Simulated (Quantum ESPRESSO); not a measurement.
# Ni (Fm-3m) in Quantum ESPRESSO: single point with PBEsol

Aim: the single point of Ni with PBEsol.

All numbers are computed with Quantum ESPRESSO 7.5; they aren't measurements. Logs are shortened: lines on timing, memory, paths and dates and some standing lists are left out, and cuts for length are marked.

## 1. The structure

Symmetry: Fm-3m, No. 225, cubic system. The conventional cell has a = 3.475 Å, b = 3.475 Å, c = 3.475 Å, α = 90.00°, β = 90.00°, γ = 90.00°. Ni (site symmetry m-3m) has 12 Ni at 2.46 Å as nearest neighbours.

## 2. Single point, PBEsol, collinear spin, ferromagnetic start

Input file run.py:

```python
import numpy as np
from ase.calculators.espresso import Espresso, EspressoProfile
import spglib
from ase import Atoms
from ase.io import read

atoms = read('Ni.cif')
cell, pos, num = spglib.standardize_cell((atoms.cell[:], atoms.get_scaled_positions(), atoms.numbers), to_primitive=True, symprec=1e-4)
atoms = Atoms(numbers=num, cell=cell, scaled_positions=pos, pbc=True)
start = {'Ni': 1.0}
atoms.set_initial_magnetic_moments([start[e] for e in atoms.get_chemical_symbols()])

input_data = {
    'control': {'calculation': 'scf', 'prefix': 'pwscf', 'outdir': './tmp', 'tprnfor': True, 'tstress': True, 'disk_io': 'nowf'},
    'system': {'ecutwfc': 45.0, 'ecutrho': 360.0, 'nbnd': 18, 'occupations': 'smearing', 'smearing': 'fd', 'degauss': 0.00367493, 'nspin': 2},
    'electrons': {'conv_thr': 2e-10, 'electron_maxstep': 120, 'mixing_beta': 0.3},
}
pseudopotentials = {'Ni': 'ni_pbesol_v1.4.uspp.F.UPF'}
profile = EspressoProfile(command='mpirun -n 2 pw.x -nk 2', pseudo_dir='pseudo')
dft = Espresso(profile=profile, input_data=input_data, pseudopotentials=pseudopotentials, kpts=(13, 13, 13), koffset=(0, 0, 0))
atoms.calc = dft

print(f'energy {atoms.get_potential_energy():.8f} eV')
print('forces (eV/A)')
print(np.round(atoms.get_forces(), 6))
print('stress (eV/A^3, Voigt)')
print(np.round(atoms.get_stress(), 8))
print(f'Fermi level {dft.get_fermi_level():.4f} eV')
```

Input file Ni.cif:

```cif
data_Ni
_cell_length_a 3.47514587
_cell_length_b 3.47514587
_cell_length_c 3.47514587
_cell_angle_alpha 90.00000000
_cell_angle_beta 90.00000000
_cell_angle_gamma 90.00000000
_space_group_name_H-M_alt 'Fm-3m'
_space_group_name_Hall '-F 4 2 3'
_space_group_IT_number 225
loop_
_space_group_symop_operation_xyz
'x,y,z'
'-x,-y,-z'
'-y,x,z'
'y,-x,-z'
'-x,-y,z'
'x,y,-z'
'y,-x,z'
'-y,x,-z'
'x,-y,-z'
'-x,y,z'
'-y,-x,-z'
'y,x,z'
'-x,y,-z'
'x,-y,z'
'y,x,-z'
'-y,-x,z'
'z,x,y'
'-z,-x,-y'
'z,-y,x'
'-z,y,-x'
'z,-x,-y'
'-z,x,y'
'z,y,-x'
'-z,-y,x'
'-z,x,-y'
'z,-x,y'
'-z,-y,-x'
'z,y,x'
'-z,-x,y'
'z,x,-y'
'-z,y,x'
'z,-y,-x'
'y,z,x'
'-y,-z,-x'
'x,z,-y'
'-x,-z,y'
'-y,z,-x'
'y,-z,x'
'-x,z,y'
'x,-z,-y'
'-y,-z,x'
'y,z,-x'
'-x,-z,-y'
'x,z,y'
'y,-z,-x'
'-y,z,x'
'x,-z,y'
'-x,z,-y'
'x,y+1/2,z+1/2'
'-x,-y+1/2,-z+1/2'
'-y,x+1/2,z+1/2'
[... 62 lines left out ...]
'-z+1/2,-x,-y+1/2'
'z+1/2,-y,x+1/2'
'-z+1/2,y,-x+1/2'
'z+1/2,-x,-y+1/2'
'-z+1/2,x,y+1/2'
'z+1/2,y,-x+1/2'
'-z+1/2,-y,x+1/2'
'-z+1/2,x,-y+1/2'
'z+1/2,-x,y+1/2'
'-z+1/2,-y,-x+1/2'
'z+1/2,y,x+1/2'
'-z+1/2,-x,y+1/2'
'z+1/2,x,-y+1/2'
'-z+1/2,y,x+1/2'
'z+1/2,-y,-x+1/2'
'y+1/2,z,x+1/2'
'-y+1/2,-z,-x+1/2'
'x+1/2,z,-y+1/2'
'-x+1/2,-z,y+1/2'
'-y+1/2,z,-x+1/2'
'y+1/2,-z,x+1/2'
'-x+1/2,z,y+1/2'
'x+1/2,-z,-y+1/2'
'-y+1/2,-z,x+1/2'
'y+1/2,z,-x+1/2'
'-x+1/2,-z,-y+1/2'
'x+1/2,z,y+1/2'
'y+1/2,-z,-x+1/2'
'-y+1/2,z,x+1/2'
'x+1/2,-z,y+1/2'
'-x+1/2,z,-y+1/2'
'x+1/2,y+1/2,z'
'-x+1/2,-y+1/2,-z'
'-y+1/2,x+1/2,z'
'y+1/2,-x+1/2,-z'
'-x+1/2,-y+1/2,z'
'x+1/2,y+1/2,-z'
'y+1/2,-x+1/2,z'
'-y+1/2,x+1/2,-z'
'x+1/2,-y+1/2,-z'
'-x+1/2,y+1/2,z'
'-y+1/2,-x+1/2,-z'
'y+1/2,x+1/2,z'
'-x+1/2,y+1/2,-z'
'x+1/2,-y+1/2,z'
'y+1/2,x+1/2,-z'
'-y+1/2,-x+1/2,z'
'z+1/2,x+1/2,y'
'-z+1/2,-x+1/2,-y'
'z+1/2,-y+1/2,x'
'-z+1/2,y+1/2,-x'
'z+1/2,-x+1/2,-y'
'-z+1/2,x+1/2,y'
'z+1/2,y+1/2,-x'
'-z+1/2,-y+1/2,x'
'-z+1/2,x+1/2,-y'
'z+1/2,-x+1/2,y'
'-z+1/2,-y+1/2,-x'
'z+1/2,y+1/2,x'
'-z+1/2,-x+1/2,y'
'z+1/2,x+1/2,-y'
'-z+1/2,y+1/2,x'
'z+1/2,-y+1/2,-x'
'y+1/2,z+1/2,x'
'-y+1/2,-z+1/2,-x'
'x+1/2,z+1/2,-y'
'-x+1/2,-z+1/2,y'
'-y+1/2,z+1/2,-x'
'y+1/2,-z+1/2,x'
'-x+1/2,z+1/2,y'
'x+1/2,-z+1/2,-y'
'-y+1/2,-z+1/2,x'
'y+1/2,z+1/2,-x'
'-x+1/2,-z+1/2,-y'
'x+1/2,z+1/2,y'
'y+1/2,-z+1/2,-x'
'-y+1/2,z+1/2,x'
'x+1/2,-z+1/2,y'
'-x+1/2,z+1/2,-y'
loop_
_atom_site_label
_atom_site_type_symbol
_atom_site_symmetry_multiplicity
_atom_site_Wyckoff_symbol
_atom_site_fract_x
_atom_site_fract_y
_atom_site_fract_z
_atom_site_occupancy
Ni1 Ni 4 a 0.0000000000 0.0000000000 0.0000000000 1
```

Potentials or basis: GBRV 1.5 PBEsol.

The run is started by

```
$ OMP_NUM_THREADS=1 python run.py
```

Standard output:

```text
energy -4667.95716078 eV
forces (eV/A)
[[0. 0. 0.]]
stress (eV/A^3, Voigt)
[ 0.01647726  0.01647726  0.01647726 -0.          0.          0.        ]
Fermi level 18.5471 eV
```

espresso.pwi:

```text
&CONTROL
   calculation      = 'scf'
   tstress          = .true.
   tprnfor          = .true.
   outdir           = './tmp'
   prefix           = 'pwscf'
   disk_io          = 'nowf'
   pseudo_dir       = 'pseudo'
/
&SYSTEM
   nbnd             = 18
   ecutwfc          = 45.0
   ecutrho          = 360.0
   occupations      = 'smearing'
   degauss          = 0.00367493
   smearing         = 'fd'
   nspin            = 2
   starting_magnetization(1) = 1.0
   ntyp             = 1
   nat              = 1
   ibrav            = 0
/
&ELECTRONS
   electron_maxstep = 120
   conv_thr         = 2e-10
   mixing_beta      = 0.3
/
&IONS
/
&CELL
/
&FCP
/
&RISM
/
ATOMIC_SPECIES
Ni  58.6934 ni_pbesol_v1.4.uspp.F.UPF

K_POINTS automatic
13 13 13  0 0 0

CELL_PARAMETERS angstrom
0.00000000000000 1.73757293500000 1.73757293500000
1.73757293500000 0.00000000000000 1.73757293500000
1.73757293500000 1.73757293500000 0.00000000000000

ATOMIC_POSITIONS angstrom
Ni  0.0000000000 0.0000000000 0.0000000000
```

espresso.pwo:

```text
This program is part of the open-source Quantum ESPRESSO suite
     for quantum simulation of materials; please cite
         "P. Giannozzi et al., J. Phys.:Condens. Matter 21 395502 (2009);
         "P. Giannozzi et al., J. Phys.:Condens. Matter 29 465901 (2017);
         "P. Giannozzi et al., J. Chem. Phys. 152 154105 (2020);
     in publications or presentations arising from this work. More details at

Warning: card &CELL ignored
Warning: card &FCP ignored
Warning: card &RISM ignored

     Message from routine setup:
     using ibrav=0 with symmetry is DISCOURAGED, use correct ibrav instead

     K-points division:     npool     =       2
     Subspace diagonalization in iterative solution of the eigenvalue problem:
     a serial algorithm will be used

     G-vector sticks info
     --------------------
     sticks:   dense  smooth     PW     G-vecs:    dense   smooth      PW
     Sum         535     265     91                 8099     2891     609

     Using Slab Decomposition

     bravais-lattice index     =            0
     lattice parameter (alat)  =       4.6436  a.u.
     unit-cell volume          =      70.8037 (a.u.)^3
     number of atoms/cell      =            1
     number of atomic types    =            1
     number of electrons       =        18.00
     number of Kohn-Sham states=           18
     kinetic-energy cutoff     =      45.0000  Ry
     charge density cutoff     =     360.0000  Ry
     scf convergence threshold =      2.0E-10
     mixing beta               =       0.3000
     number of iterations used =            8  plain     mixing
     Exchange-correlation= SLA  PW   PSX  PSC
                           (   1   4  10   8   0   0   0)

     celldm(1)=   4.643623  celldm(2)=   0.000000  celldm(3)=   0.000000
     celldm(4)=   0.000000  celldm(5)=   0.000000  celldm(6)=   0.000000

     crystal axes: (cart. coord. in units of alat)
               a(1) = (   0.000000   0.707107   0.707107 )
               a(2) = (   0.707107   0.000000   0.707107 )
               a(3) = (   0.707107   0.707107   0.000000 )

     reciprocal axes: (cart. coord. in units 2 pi/alat)
               b(1) = ( -0.707107  0.707107  0.707107 )
               b(2) = (  0.707107 -0.707107  0.707107 )
               b(3) = (  0.707107  0.707107 -0.707107 )

     PseudoPot. # 1 for Ni read from file:
     ni_pbesol_v1.4.uspp.F.UPF
     Pseudo is Ultrasoft + core correction, Zval = 18.0
     Generated by new atomic code, or converted to UPF format
     Using radial grid of  865 points,  6 beta functions with:
                l(1) =   0
                l(2) =   0
                l(3) =   1
                l(4) =   1
                l(5) =   2
                l(6) =   2
     Q(r) pseudized with 10 coefficients,  rinner =    0.980   0.980   0.980
                                                       0.980   0.980

     atomic species   valence    mass     pseudopotential
     Ni               18.00    58.69340     Ni( 1.00)

     Starting magnetic structure
     atomic species   magnetization
     Ni              0.056

     48 Sym. Ops., with inversion, found

   Cartesian axes

     site n.     atom                  positions (alat units)
         1        Ni     tau(   1) = (   0.0000000   0.0000000   0.0000000  )

     number of k points=    84  Fermi-Dirac smearing, width (Ry)=  0.0037
                       cart. coord. in units 2pi/alat
        k(    1) = (   0.0000000   0.0000000   0.0000000), wk =   0.0004552
        k(    2) = (   0.0543928   0.0543928  -0.0543928), wk =   0.0036413
        k(    3) = (   0.1087857   0.1087857  -0.1087857), wk =   0.0036413
        k(    4) = (   0.1631785   0.1631785  -0.1631785), wk =   0.0036413
        k(    5) = (   0.2175713   0.2175713  -0.2175713), wk =   0.0036413
        k(    6) = (   0.2719641   0.2719641  -0.2719641), wk =   0.0036413
[... 76 lines left out ...]
        k(   83) = (   0.0000000  -0.4351426   0.6527140), wk =   0.0109240
        k(   84) = (  -0.0543928  -0.3807498   0.7071068), wk =   0.0109240

     Dense  grid:     8099 G-vectors     FFT dimensions: (  30,  30,  30)

     Smooth grid:     2891 G-vectors     FFT dimensions: (  20,  20,  20)

     Check: negative core charge=   -0.000008
     Generating pointlists ...
     new r_m :   0.4125 (alat units)  1.9155 (a.u.) for type    1

     Initial potential from superposition of free atoms

     starting charge      16.0000, renormalised to      18.0000
     Starting wfcs are   13 randomized atomic wfcs +    5 random wfcs

     Self-consistent Calculation

     iteration #  1     ecut=    45.00 Ry     beta= 0.30
     Davidson diagonalization with overlap
     ethr =  1.00E-02,  avg # of iterations =  5.4

     total energy              =    -336.97269718 Ry
     estimated scf accuracy    <      30.75154443 Ry

     total magnetization       =     0.19 Bohr mag/cell
     absolute magnetization    =     0.21 Bohr mag/cell

     iteration #  2     ecut=    45.00 Ry     beta= 0.30
     Davidson diagonalization with overlap
     ethr =  1.00E-02,  avg # of iterations =  2.5

     total energy              =    -342.90125667 Ry
     estimated scf accuracy    <       0.90654271 Ry

     total magnetization       =     0.47 Bohr mag/cell
     absolute magnetization    =     0.53 Bohr mag/cell

     iteration #  3     ecut=    45.00 Ry     beta= 0.30
     Davidson diagonalization with overlap
     ethr =  5.04E-03,  avg # of iterations =  1.2

     total energy              =    -343.07784831 Ry
     estimated scf accuracy    <       0.04444191 Ry

     total magnetization       =     0.66 Bohr mag/cell
     absolute magnetization    =     0.73 Bohr mag/cell
[... 65 lines left out ...]
     total energy              =    -343.08855320 Ry
     estimated scf accuracy    <       0.00000002 Ry

     total magnetization       =     0.64 Bohr mag/cell
     absolute magnetization    =     0.72 Bohr mag/cell

     iteration # 11     ecut=    45.00 Ry     beta= 0.30
     Davidson diagonalization with overlap
     ethr =  9.61E-11,  avg # of iterations =  1.5

     total energy              =    -343.08855321 Ry
     estimated scf accuracy    <          2.5E-10 Ry

     total magnetization       =     0.64 Bohr mag/cell
     absolute magnetization    =     0.72 Bohr mag/cell

     iteration # 12     ecut=    45.00 Ry     beta= 0.30
     Davidson diagonalization with overlap
     ethr =  1.36E-12,  avg # of iterations =  1.5

     Magnetic moment per site  (integrated on atomic sphere of radius R)
     atom   1 (R=0.413)  charge= 16.6685  magn=  0.6722

     End of self-consistent calculation

     Number of k-points >= 100: set verbosity='high' to print the bands.

     the Fermi energy is    18.5471 ev

!    total energy              =    -343.08855322 Ry
     estimated scf accuracy    <          1.5E-11 Ry
     smearing contrib. (-TS)   =      -0.00095205 Ry
     internal energy E=F+TS    =    -343.08760116 Ry

     The total energy is F=E-TS. E is the sum of the following terms:
     one-electron contribution =    -187.20644590 Ry
     hartree contribution      =     105.52939879 Ry
     xc contribution           =     -35.20702320 Ry
     ewald contribution        =    -226.20353085 Ry

     total magnetization       =     0.64 Bohr mag/cell
     absolute magnetization    =     0.72 Bohr mag/cell

     convergence has been achieved in  12 iterations

     Forces acting on atoms (cartesian axes, Ry/au):

     atom    1 type  1   force =     0.00000000    0.00000000    0.00000000

     Total force =     0.000000     Total SCF correction =     0.000000

     Computing stress (Cartesian axis) and pressure

          total   stress  (Ry/bohr**3)                   (kbar)     P=      -26.40
  -0.00017946  -0.00000000  -0.00000000          -26.40       -0.00       -0.00
  -0.00000000  -0.00017946   0.00000000           -0.00      -26.40        0.00
   0.00000000   0.00000000  -0.00017946            0.00        0.00      -26.40

=------------------------------------------------------------------------------=
   JOB DONE.
=------------------------------------------------------------------------------=
```

It took 9 s on 2 MPI ranks of Arm Neoverse V1, shared host; peak memory 0.16 GiB.

Results:

```
Free energy                                           : -4667.9576 eV
Pressure                                              : -2.6 GPa
Band gap on the k mesh                                : none (metal or under the smearing width)
Net moment                                            : 0.64 μB per cell
Absolute moment                                       : 0.72 μB per cell
Site moments                                          : Ni +0.67 μB
Valence electrons inside the program's atomic spheres : Ni 16.67
```
